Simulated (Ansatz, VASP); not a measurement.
# Two plane-wave programs on Rh

```
CELL_PARAMETERS angstrom
0.00000 1.89000 1.89000
1.89000 0.00000 1.89000
1.89000 1.89000 0.00000
ATOMIC_POSITIONS crystal
Rh 0.00000 0.00000 0.00000
```

Alike in both runs: functional PBEsol; k mesh 18 × 18 × 18; occupations gaussian, width 0.1 eV; no spin polarisation.

Ansatz relaxed the structure, and its values are those at the end. VASP's run is a single point on that final structure, the one shown.

|  | VASP | Ansatz |
| --- | --- | --- |
| version | VASP 6.6.1 | Ansatz 0.2.0 |
| potentials or method | VASP PAW PBE potentials, release 64 (Rh_pv) | scalar-relativistic, plane waves, PAW |
| plane-wave cutoff (eV) | 520 | 420 |
| valence electrons in the cell | 15 | 17 |

|  | VASP | Ansatz | Ansatz less VASP |
| --- | --- | --- | --- |
| gap on the k mesh at the Fermi level (eV) | none | none | - |
| pressure (GPa) | -0.1 | 0.0 | +0.09 |

A gap of «none» marks a metal or a gap that the smearing closes. The two sets of potentials don't hold the same shells in valence.

Caveats: the PAW data sets were made with another functional, which shifts forces and pressure a little (VASP).
